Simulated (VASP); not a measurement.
WS2: relaxation of cell and atoms with PBEsol+D3(BJ)

The system is WS2.

```
W S
1.0
     1.57900    0.91164    6.16333
    -1.57900    0.91164    6.16333
     0.00000   -1.82327    6.16333
W S
1 2
Direct
  0.00000 0.00000 0.00000
  0.24970 0.24970 0.24970
  0.41900 0.41900 0.41900
```

Measurements of this composition are mostly on another form, of space group No. 194.

```json
{
 "Program": "VASP 6.6.1",
 "Task": "relaxation of cell and atoms",
 "Functional": "PBEsol",
 "Dispersion": "D3(BJ)",
 "Potentials or basis": "VASP PAW PBE potentials, release 64 (W_sv, S)",
 "Cutoff": "520 eV",
 "k mesh": "12 × 12 × 12",
 "Occupations": "gaussian, width 0.02 eV",
 "Spin": "no spin polarisation",
 "Further INCAR settings": "ALGO = Normal; EDIFF = 1e-07; IBRION = 2; EDIFFG = -0.002; NSW = 80; ISIF = 3"
}
```

```
Relaxed volume                         : 16.43 Å³/atom
Relaxed cell                           : a = 6.116 Å, b = 6.116 Å, c = 6.116 Å, α = 29.56°, β = 29.56°, γ = 29.56°
Space group after relaxing (to 0.05 Å) : R3m (No. 160)
Energy gained by relaxing              : 18.6 meV/atom
Ionic steps                            : 17
Pressure after relaxing                : 0.0 GPa
Band gap on the k mesh                 : 0.72 eV, indirect (least direct gap 2.03 eV)
Dispersion energy per atom             : -0.418 eV
```

The path:
```csv
step,energy change (eV),largest force (eV/Å),pressure (GPa),volume (Å³)
1,0.0000,0.6022,-4.09,53.23
2,0.0442,1.7144,8.45,49.82
3,-0.0223,0.4498,0.11,51.94
4,-0.0296,0.2907,-0.74,51.60
5,-0.0297,0.2724,-0.70,51.62
6,-0.0368,0.0805,-0.08,50.98
7,-0.0390,0.2496,0.48,50.43
8,-0.0444,0.2103,0.41,50.18
9,-0.0546,0.0940,0.31,49.42
10,-0.0554,0.0412,0.32,49.07
11,-0.0555,0.0500,0.32,49.13
12,-0.0556,0.0420,-0.17,49.32
13,-0.0557,0.0301,-0.07,49.28
14,-0.0557,0.0131,0.05,49.29
15,-0.0557,0.0122,0.04,49.29
16,-0.0557,0.0033,-0.01,49.31
17,-0.0557,0.0005,-0.01,49.30
```

Final structure:
```
W S
1.0
     1.56051    0.90096    5.84463
    -1.56051    0.90096    5.84463
     0.00000   -1.80193    5.84463
W S
1 2
Cartesian
  0.0000 0.0000 0.0112
  0.0000 0.0000 4.2875
  0.0000 0.0000 7.4263
```

Levels at points of the mesh, in eV from the valence-band top:
| k point | band 9 | band 10 | band 11 | band 12 | band 13 | band 14 | band 15 | band 16 | band 17 |
| --- | --- | --- | --- | --- | --- | --- | --- | --- | --- |
| (0.00, 0.00, 0.00) | -3.71 | -2.46 | -2.46 | -1.66 | -1.26 | 2.03 | 2.03 | 2.45 | 2.45 |
| (0.50, 0.00, 0.00) | -5.67 | -4.44 | -2.76 | -2.02 | -1.86 | 2.28 | 2.40 | 3.54 | 3.57 |
| (0.50, 0.50, 0.00) | -5.27 | -4.27 | -3.62 | -2.27 | -1.80 | 2.21 | 2.59 | 3.08 | 4.44 |
| (0.50, 0.50, 0.50) | -3.74 | -3.74 | -2.39 | -2.39 | 0.00 | 2.12 | 2.12 | 2.27 | 2.27 |

Run time: 9.6 min on 4 MPI ranks on Intel(R) Xeon(R) 6975P-C (Granite Rapids), on a shared host, peak memory 0.51 GiB a rank.

Caveat: the PAW data sets were made with another functional, which shifts forces and pressure a little; spin-orbit coupling is left out, which moves the levels of the heavy elements. A k mesh can miss the band edges.
